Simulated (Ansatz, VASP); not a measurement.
# One calculation of Al3N, two programs

```xyz
4
Lattice="2.8394 0.0000 0.0000 0.0000 2.8394 0.0000 0.0000 0.0000 19.6413" Properties=species:S:1:pos:R:3 pbc="T T T"
Al    1.4197    1.4197    4.0000
Al    0.0000    0.0000    6.0693
Al    1.4197    1.4197    8.1413
N     1.4197    2.3662    9.6110
```

Alike in both runs: functional PBEsol; k mesh 9 × 9 × 1; occupations gaussian, width 0.1 eV; no spin polarisation.

Ansatz relaxed the structure, and its values are those at the end. VASP's run is a single point on that final structure, the one shown.

|  | VASP | Ansatz |
| --- | --- | --- |
| version | VASP 6.6.1 | Ansatz 0.2.0 |
| potentials or method | VASP PAW PBE potentials, release 64 (Al, N) | scalar-relativistic, plane waves, PAW |
| plane-wave cutoff (eV) | 520 | 420 |
| valence electrons in the cell | 14 | 14 |

Ansatz gave:

* gap on the k mesh at the Fermi level (eV): none
* rms of the force components (eV/Å): 0.928
* work function, face that differs most (eV): 4.33

Q: What did VASP give for the same quantities?

A: gap on the k mesh at the Fermi level (eV): none; rms of the force components (eV/Å): 0.942; work function, face that differs most (eV): 4.23.

A gap of «none» marks a metal or a gap that the smearing closes. Ansatz warned: «xc_potential_rough_in_thin_density».

Caveats: the PAW data sets were made with another functional, which shifts forces and pressure a little (VASP).
